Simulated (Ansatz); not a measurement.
Input and command of a plane-wave DFT calculation in Ansatz:

```yaml
crystal:
  lattice:
    - [-3.1895333195, 3.1895333195, 2.7856186197]
    - [3.1895333195, -3.1895333195, 2.7856186197]
    - [3.1895333195, 3.1895333195, -2.7856186197]
  atoms:
    - { symbol: B, position: [0.75, 0.25, 0.5] }
    - { symbol: B, position: [0.25, 0.75, 0.5] }
    - { symbol: B, position: [0.25, 0.25, 0.0] }
    - { symbol: B, position: [0.75, 0.75, 0.0] }
    - { symbol: As, position: [0.679, 0.179, 0.858] }
    - { symbol: As, position: [0.179, 0.321, 0.5] }
    - { symbol: As, position: [0.321, 0.821, 0.142] }
    - { symbol: As, position: [0.821, 0.679, 0.5] }
basis:
  ecutwfc: 420
kpoints:
  mp_grid: { grid: [4, 4, 4] }
hamiltonian:
  xc: pbe
scf:
  occupations: { method: gaussian, width: 0.1 }
  lower_state_search: "off"
output:
  forces: true
  stress: true
  eigenvalues: true
```

```bash
ansatz run input.yaml --threads 1 --pin off --max-ram 2560MiB --backend cpu --events-out ev --progress --plain --runs-dir out
```

Processor: Arm Neoverse V2, 1 thread, on a host shared with other jobs.

Task: How long does it run, and how much memory does it take?

Result: About 3.6 s on 1 thread of Arm Neoverse V2 (shared host), peak memory 0.36 GiB. It solves 44 bands at 13 k points (the mesh reduced by the symmetry that the task leaves, which can be less than the crystal's) with about 2209 plane waves, in 7 SCF iterations.
